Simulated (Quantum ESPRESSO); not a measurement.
MgO:

```xyz
2
Lattice="0.0000 2.0970 2.0970 2.0970 0.0000 2.0970 2.0970 2.0970 0.0000" Properties=species:S:1:pos:R:3 pbc="T T T"
Mg    0.0000    0.0000    0.0000
O     2.0970    2.0970    2.0970
```

The cell is a database's computed one.

Program: Quantum ESPRESSO 7.5. Alike in all runs: task dielectric tensor; no spin polarisation; cell as given; k mesh 8 × 8 × 8, shifted; cutoff (eV) 1143; smearing fermi-dirac 0.05 eV.

Task: Order these runs on this cell by their pressure, lowest first.
A. level LDA; potentials or basis PseudoDojo 0.4.1 SR LDA standard; form of the LDA correlation PW92
B. level PBEsol; potentials or basis PseudoDojo 0.4.1 SR PBEsol standard
C. level BLYP; potentials or basis PseudoDojo 0.4.1 SR PBE standard

Result: A (-4.0 GPa), B (2.3 GPa), C (9.6 GPa).

Caveats: the cell is more than 3 GPa from zero pressure, which shifts response properties (some runs); the potentials were made for another functional, which shifts forces and pressure (some runs).

Runs at the PBE level aren't shown here.
